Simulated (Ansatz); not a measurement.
Level of theory: DFT PBE, scalar-relativistic, plane waves, PAW in Ansatz. All cells share a 420 eV cutoff and Γ-centred k meshes spaced at most about 0.3 Å⁻¹ (about 0.25 or finer for metals, 2π included). Cells run with spin keep no moment; the others have no spin polarisation.

All energies are static (0 K, no zero-point motion).

Compare these two cells of Si7Mo, each relaxed at this level.

A.

```yaml
crystal:
  lattice:
    - [2.45758, -2.73894, 0.00000]
    - [2.45758, 2.73894, 0.00000]
    - [0.00000, 0.00000, 9.22021]
  atoms:
    - { symbol: Si, position: [0.71822, 0.78765, 0.74861] }
    - { symbol: Si, position: [0.21235, 0.28178, 0.25139] }
    - { symbol: Si, position: [0.28178, 0.21235, 0.74861] }
    - { symbol: Si, position: [0.78765, 0.71822, 0.25139] }
    - { symbol: Si, position: [0.00000, 0.00000, 0.00000] }
    - { symbol: Si, position: [0.00000, 0.50000, 0.53785] }
    - { symbol: Si, position: [0.50000, 0.00000, 0.46214] }
    - { symbol: Mo, position: [0.50000, 0.50000, 0.00000] }
```

B.

```yaml
crystal:
  lattice:
    - [3.67109, 0.00000, 0.00000]
    - [-1.83555, 3.17926, 0.00000]
    - [0.00000, 0.00000, 10.98976]
  atoms:
    - { symbol: Si, position: [0.00000, 0.00000, 0.25534] }
    - { symbol: Si, position: [0.00000, 0.00000, 0.74466] }
    - { symbol: Si, position: [0.33333, 0.66667, 0.62577] }
    - { symbol: Si, position: [0.33333, 0.66667, 0.37423] }
    - { symbol: Si, position: [0.33333, 0.66667, 0.00000] }
    - { symbol: Si, position: [0.66667, 0.33333, 0.12581] }
    - { symbol: Si, position: [0.66667, 0.33333, 0.87419] }
    - { symbol: Mo, position: [0.00000, 0.00000, 0.50000] }
```

**Question.** Which would you expect to be lower, and how large is the difference?

**Answer.** B is lower, by 60 meV/atom. A has space group C222 (No. 21), 15.5 Å³/atom and no gap on its mesh; B has space group P-6m2 (No. 187), 16.0 Å³/atom and no gap. Counting Si atoms around Mo (those within 1.25 times the shortest such distance or 1.15 times the sum of covalent radii, 1.27 where that leaves under three), A and B both have Mo 8. A holds Si–Si bonds in all directions (shortest 2.36 Å); B holds Si–Si nets (shortest 2.49 Å). The lower one is the more open, so pressure narrows the difference. Even the lower one lies +0.20 eV/atom against the reference forms of the elements (uncorrected), so neither is stable at this level. Both come from invented guesses. The lowest form computed isn't among them: it has space group P4/mmm (No. 123), 14.2 Å³/atom and lies 18 meV/atom below the best shown.

Cells relaxed within their symmetry can be saddle points. Some structure types and database cells were kept out of the candidates from the start, so a known form may be missing.
